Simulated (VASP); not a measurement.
# P in VASP: further runs

Aim: see how the results for P move with the level of theory and the settings. Levels: PBE, LDA. Tasks: relaxation of cell and atoms.

All numbers are computed with VASP 6.6.1; they aren't measurements. Logs are shortened: lines on timing, memory, paths and dates and some standing lists are left out, and cuts for length are marked.

## Step 1: The structure

The cell holds a slab with vacuum, 4 atoms: a = 3.316 Å, b = 4.379 Å, c = 20.131 Å, α = 90.00°, β = 90.00°, γ = 90.00°.

The slab is cut from a database's or a generator's crystal, which needn't be the stable form of the element.

## Step 2: Relaxation of cell and atoms, PBE

The input, INCAR:

```
SYSTEM = P
PREC = Accurate
ENCUT = 600
EDIFF = 1E-6
ISMEAR = 0
SIGMA = 0.03
LREAL = .False.
LASPH = .True.
NELM = 80
ALGO = Normal
ISIF = 3
LWAVE = .False.
LCHARG = .False.
GGA = PE
IBRION = 2
NSW = 90
EDIFFG = -0.01
LATTICE_CONSTRAINTS = .TRUE. .TRUE. .FALSE.
KPAR = 2
```

The input, KPOINTS:

```
Automatic mesh
0
Gamma
  10 8 1
  0 0 0
```

The input, POSCAR:

```
P
1.0
    3.3164000000      0.0000000000      0.0000000000
    0.0000000000      4.3793000000      0.0000000000
    0.0000000000      0.0000000000     20.1307681600
P
4
Direct
    0.0000000000      0.5806800000      0.4470768300
    0.5000000000      0.9193200000      0.4470768300
    0.5000000000      0.0806800000      0.5529231700
    0.0000000000      0.4193200000      0.5529231700
```

Potentials or basis: VASP PAW PBE potentials, release 64 (P).

Command:

```
cat potpaw_PBE.64/P/POTCAR > POTCAR
mpirun -np 2 vasp_std > vasp.out
```

OUTCAR:

```text
SYSTEM = P
   PREC = Accurate
   ENCUT = 600
   EDIFF = 1E-6
   ISMEAR = 0
   LREAL = .False.
   LASPH = .True.
   NELM = 80
   ISIF = 3
   GGA = PE
   IBRION = 2
   NSW = 90
   EDIFFG = -0.01

 ion  position               nearest neighbor table
   1  0.000  0.581  0.447-   2 2.22   2 2.22   4 2.24
   2  0.500  0.919  0.447-   1 2.22   1 2.22   3 2.24
   3  0.500  0.081  0.553-   4 2.22   4 2.22   2 2.24
   4  0.000  0.419  0.553-   3 2.22   3 2.22   1 2.24

  LATTYP: Found a simple orthorhombic cell.
 ALAT       =     3.3164000000
 B/A-ratio  =     1.3204981305
 C/A-ratio  =     6.0700663852

  Lattice vectors:

 A1 = (   3.3164000000,   0.0000000000,   0.0000000000)
 A2 = (   0.0000000000,   4.3793000000,   0.0000000000)
 A3 = (   0.0000000000,   0.0000000000,  20.1307681600)

Analysis of symmetry for initial positions (statically):
=====================================================================
 Subroutine PRICEL returns:
 Original cell was already a primitive cell.

 Routine SETGRP: Setting up the symmetry group for a
 simple orthorhombic supercell.

 Subroutine GETGRP returns: Found  8 space group operations
 (whereof  4 operations were pure point group operations)
 out of a pool of  8 trial point group operations.

The static configuration has the point symmetry C_2h.
 The point group associated with its full space group is D_2h.

Analysis of symmetry for dynamics (positions and initial velocities):
=====================================================================
 Subroutine PRICEL returns:
 Original cell was already a primitive cell.

 Routine SETGRP: Setting up the symmetry group for a
 simple orthorhombic supercell.

 Subroutine GETGRP returns: Found  8 space group operations
 (whereof  4 operations were pure point group operations)
 out of a pool of  8 trial point group operations.

The dynamic configuration has the point symmetry C_2h.
 The point group associated with its full space group is D_2h.

 Subroutine INISYM returns: Found  8 space group operations
 (whereof  4 operations are pure point group operations),
 and found     1 'primitive' translations

----------------------------------------------------------------------------------------

                                     Primitive cell

  volume of cell :     292.3694

  direct lattice vectors                    reciprocal lattice vectors
     3.316400000  0.000000000  0.000000000     0.301531781  0.000000000  0.000000000
     0.000000000  4.379300000  0.000000000     0.000000000  0.228346996  0.000000000
     0.000000000  0.000000000 20.130768160     0.000000000  0.000000000  0.049675203

  length of vectors
     3.316400000  4.379300000 20.130768160     0.301531781  0.228346996  0.049675203

  position of ions in fractional coordinates (direct lattice)
     0.000000000  0.580680000  0.447076830
     0.500000000  0.919320000  0.447076830
     0.500000000  0.080680000  0.552923170
     0.000000000  0.419320000  0.552923170

  ion indices of the primitive-cell ions
   primitive index   ion index
                 1           1
                 2           2
                 3           3
                 4           4

----------------------------------------------------------------------------------------

 KPOINTS: Automatic mesh

Automatic generation of k-mesh.
 Grid dimensions read from file:
 generate k-points for:   10    8    1

 Generating k-lattice:

  Cartesian coordinates                     Fractional coordinates (reciprocal lattice)
     0.030153178  0.000000000  0.000000000     0.100000000  0.000000000  0.000000000
     0.000000000  0.028543375  0.000000000     0.000000000  0.125000000  0.000000000
     0.000000000  0.000000000  0.049675203     0.000000000  0.000000000  1.000000000

  Length of vectors
     0.030153178  0.028543375  0.049675203

  Shift w.r.t. Gamma in fractional coordinates (k-lattice)
     0.000000000  0.000000000  0.000000000

 Subroutine IBZKPT returns following result:
 ===========================================

 Found     30 irreducible k-points:

 Following reciprocal coordinates:
            Coordinates               Weight
  0.000000  0.000000  0.000000      1.000000
  0.100000  0.000000  0.000000      2.000000
  0.200000  0.000000  0.000000      2.000000
  0.300000  0.000000  0.000000      2.000000
  0.400000  0.000000  0.000000      2.000000
  0.500000  0.000000  0.000000      1.000000
[... 16 lines left out ...]
  0.400000  0.375000  0.000000      4.000000
  0.500000  0.375000  0.000000      2.000000
 [... further k-points ...]
   k-points           NKPTS =     30   k-points in BZ     NKDIM =     30   number of bands    NBANDS=     14
   number of dos      NEDOS =    301   number of ions     NIONS =      4
   total plane-waves  NPLWV = 163296
   dimension x,y,z NGX =    28 NGY =   36 NGZ =  162
   dimension x,y,z NGXF=    56 NGYF=   72 NGZF=  324
   ions per type =               4
   NGX,Y,Z   is equivalent  to a cutoff of  14.04, 13.67, 13.38 a.u.
   NGXF,Y,Z  is equivalent  to a cutoff of  28.07, 27.33, 26.76 a.u.
 SYSTEM =  P
   PREC   = accura    normal or accurate (medium, high low for compatibility)
   ISTART =      0    job   : 0-new  1-cont  2-samecut
   ICHARG =      2    charge: 1-file 2-atom 10-const
   ISPIN  =      1    spin polarized calculation?
   LNONCOLLINEAR =      F non collinear calculations
   LSORBIT =      F    spin-orbit coupling
   LASPH  =      T    aspherical Exc in radial PAW
   ENCUT  =  600.0 eV  44.10 Ry    6.64 a.u.   6.62  8.75 40.21*2*pi/ulx,y,z
   NELM   =     80;   NELMIN=  2; NELMDL= -5     # of ELM steps
   EDIFF  = 0.1E-05   stopping-criterion for ELM
   LREAL  =      F    real-space projection
   EDIFFG = -.1E-01   stopping-criterion for IOM
   NSW    =     90    number of steps for IOM
   IBRION =      2    ionic relax: 0-MD 1-quasi-New 2-CG
   NFREE  =      1    steps in history (QN), initial steepest desc. (CG)
   ISIF   =      3    stress and relaxation
   ISYM   =      2    0-nonsym 1-usesym 2-fastsym
   POTIM  = 0.5000    time-step for ionic-motion
   TEBEG  =    0.0;   TEEND  =   0.0 temperature during run
   PSTRESS=    0.0 pullay stress
   NELECT =      20.0000    total number of electrons
   NUPDOWN=      -1.0000    fix difference up-down
   EMIN   =  10.00;   EMAX   =-10.00  energy-range for DOS
   EFERMI =   0.00;   METHOD = LEGACY
   ISMEAR =     0;   SIGMA  =   0.03  broadening in eV -4-tet -1-fermi 0-gaus
   EFERMI_NEDOS =   21; number of points for ismear=-14 and -15
   IALGO  =     38    algorithm
   IMIX   =      4    mixing-type and parameters
     AMIX     =   0.40;   BMIX     =  1.00
     AMIX_MAG =   1.60;   BMIX_MAG =  1.00
  volume/ion in A,a.u.               =      73.09       493.25
  Fermi-wavevector in a.u.,A,eV,Ry     =   0.669536  1.265240  6.099206  0.448279
  Thomas-Fermi vector in A             =   1.744781
   LORBIT       =      0    0 simple, 1 ext, 2 COOP (PROOUT), +10 PAW based schemes
   GGA     = PE    functional components
   LHFCALC =     F    Hartree Fock is set to
   AEXX    =    0.0000 exact exchange contribution
   IVDW    =     0    specifies the selected vdW correction
   LEPSILON=     F    determine dielectric tensor
   LRPA    =     F    only Hartree local field effects (RPA)
 conjugate gradient relaxation of ions
 non-spin polarized calculation
 Gauss-broadening in eV      SIGMA  =   0.03
  energy-cutoff  :      600.00
  volume of cell :      292.37
 maximum number of plane-waves:      9806
 NGX is ok and might be reduce to    28
   NGX = 13   NGY = 17   NGZ = 81

--------------------------------------- Ionic step        1  -------------------------------------------

 number of electron      19.9999999 magnetization

 Free energy of the ion-electron system (eV)
  ---------------------------------------------------
  ext. energy  EPLUGINS =         0.00000000
  ---------------------------------------------------
  free energy    TOTEN  =       -21.44025231 eV

  energy without entropy =      -21.44025231  energy(sigma->0) =      -21.44025231

------------------------ aborting loop because EDIFF is reached ----------------------------------------

  FORCE on cell =-STRESS in cart. coord.  units (eV):
  Direction    XX          YY          ZZ          XY          YZ          ZX
  --------------------------------------------------------------------------------------
  -------------------------------------------------------------------------------------
  Total        0.5356368      1.1009117      0.0705180      0.0000000      0.0000000      0.0000000
  in kB        2.9352766      6.0329693      0.3864369      0.0000000      0.0000000      0.0000000
  external PRESSURE =       3.1182276 kB  Pullay stress =       0.0000000 kB
[... 95 lines left out ...]
  FREE ENERGIE OF THE ION-ELECTRON SYSTEM (eV)
  ---------------------------------------------------
  free  energy   TOTEN  =       -21.4493501438 eV

  energy  without entropy=      -21.4493501438  energy(sigma->0) =      -21.44935014

[... ionic steps 4 to 8 ...]

--------------------------------------- Ionic step        9  -------------------------------------------

 number of electron      19.9999997 magnetization

------------------------ aborting loop because EDIFF is reached ----------------------------------------

  FORCE on cell =-STRESS in cart. coord.  units (eV):
  Direction    XX          YY          ZZ          XY          YZ          ZX
  --------------------------------------------------------------------------------------
  -------------------------------------------------------------------------------------
  Total        0.0655565      0.0309644     -0.0149906      0.0000000      0.0000000      0.0000000
  in kB        0.3424656      0.1617573     -0.0783106      0.0000000      0.0000000      0.0000000
  external PRESSURE =       0.1419708 kB  Pullay stress =       0.0000000 kB
[... 61 lines left out ...]
  energy  without entropy=      -21.4714346242  energy(sigma->0) =      -21.47143462

--------------------------------------- Ionic step       11  -------------------------------------------

 number of electron      19.9999997 magnetization

 Free energy of the ion-electron system (eV)
  ---------------------------------------------------
  ext. energy  EPLUGINS =         0.00000000
  ---------------------------------------------------
  free energy    TOTEN  =       -21.47145143 eV

  energy without entropy =      -21.47145143  energy(sigma->0) =      -21.47145143

 E-fermi :  -2.1302     XC(G=0):  -3.0177

 val. band max:       -2.2978221370   @ k =   0.0000   0.0000   0.0000
 cond. band min:      -1.3765675214   @ k =   0.0000   0.0000   0.0000
 fundamental gap:      0.9212546157
 Fermi energy:        -2.1302132524

 k-point     1 :       0.0000    0.0000    0.0000
  band No.  band energies     occupation
      1     -17.2374      2.00000
      2     -14.7731      2.00000
      3     -11.4605      2.00000
      4      -7.9464      2.00000
      5      -6.9962      2.00000
      6      -6.7839      2.00000
      7      -5.6053      2.00000
      8      -4.0235      2.00000
      9      -3.9403      2.00000
     10      -2.2978      2.00000
     11      -1.3766      0.00000
     12      -0.6400      0.00000
     13       0.3985      0.00000
     14       1.0231      0.00000
[... 375 lines left out ...]
 k-point    24 :       0.5000    0.3750    0.0000
  band No.  band energies     occupation
      1     -14.1425      2.00000
      2     -14.1425      2.00000
      3     -12.0295      2.00000
      4     -12.0295      2.00000
      5      -7.3610      2.00000
      6      -7.3610      2.00000
      7      -6.5164      2.00000
      8      -6.5164      2.00000
      9      -3.4484      2.00000
     10      -3.4484      2.00000
     11       0.0286      0.00000
     12       0.0286      0.00000
     13       0.9927      0.00000
     14       0.9927      0.00000

 [... further k-points ...]
[... 5 lines left out ...]
  --------------------------------------------------------------------------------------
  -------------------------------------------------------------------------------------
  Total       -0.0014244      0.0003269      0.0000391      0.0000000      0.0000000      0.0000000
  in kB       -0.0074347      0.0017061      0.0002042      0.0000000      0.0000000      0.0000000
  external PRESSURE =      -0.0018415 kB  Pullay stress =       0.0000000 kB
[... 19 lines left out ...]
  FREE ENERGIE OF THE ION-ELECTRON SYSTEM (eV)
  ---------------------------------------------------
  free  energy   TOTEN  =       -21.4714514269 eV

  energy  without entropy=      -21.4714514269  energy(sigma->0) =      -21.47145143

 reached required accuracy - stopping structural energy minimisation
```

Run time: 6.1 min. Hardware: 2 MPI ranks of Intel Xeon Platinum 8488C (Sapphire Rapids), shared host; peak memory 0.44 GiB.

Results:

```yaml
Free_energy: -21.4715 eV
Relaxed_volume: 76.74 Å³/atom
Relaxed_cell: a = 3.299 Å, b = 4.621 Å, c = 20.131 Å, α = 90.00°, β = 90.00°, γ = 90.00°
Space_group_after_relaxing_to_0.05_Å: Pmna (No. 53)
Energy_gained_by_relaxing: 7.8 meV/atom
Ionic_steps: 11
Largest_force_after_relaxing: 0.003 eV/Å
Band_gap_on_the_k_mesh: 0.92 eV, direct
```

Forces in eV/Å, atoms in the order of the input:
```
P    0.000  0.003 -0.002
P    0.000 -0.003 -0.002
P    0.000  0.003  0.002
P    0.000 -0.003  0.002
```

The path:
| step | energy change (eV) | largest force (eV/Å) | pressure (GPa) | volume (Å³) |
| --- | --- | --- | --- | --- |
| 1 | 0.0000 | 0.0457 | 0.31 | 292.37 |
| 2 | -0.0091 | 0.2042 | -0.10 | 298.17 |
| 3 | -0.0091 | 0.2045 | -0.10 | 298.17 |
| 4 | -0.0187 | 0.1241 | -0.10 | 300.46 |
| 5 | -0.0264 | 0.1542 | -0.09 | 304.65 |
| 6 | -0.0309 | 0.0389 | -0.03 | 306.81 |
| 7 | -0.0310 | 0.0380 | -0.03 | 306.68 |
| 8 | -0.0312 | 0.0100 | 0.02 | 306.70 |
| 9 | -0.0312 | 0.0041 | 0.01 | 306.70 |
| 10 | -0.0312 | 0.0088 | -0.01 | 307.17 |
| 11 | -0.0312 | 0.0033 | 0.00 | 306.96 |

Final structure:
```cif
data_structure
_symmetry_space_group_name_H-M 'P 1'
_symmetry_Int_Tables_number 1
_cell_length_a 3.2994
_cell_length_b 4.6215
_cell_length_c 20.1308
_cell_angle_alpha 90.000
_cell_angle_beta 90.000
_cell_angle_gamma 90.000
_cell_volume 306.96
loop_
_atom_site_label
_atom_site_type_symbol
_atom_site_fract_x
_atom_site_fract_y
_atom_site_fract_z
_atom_site_occupancy
P1 P 0.00000 0.58911 0.44778 1
P2 P 0.50000 0.91089 0.44778 1
P3 P 0.50000 0.08911 0.55222 1
P4 P 0.00000 0.41089 0.55222 1
```

(Part 1 of 2 ends here.)
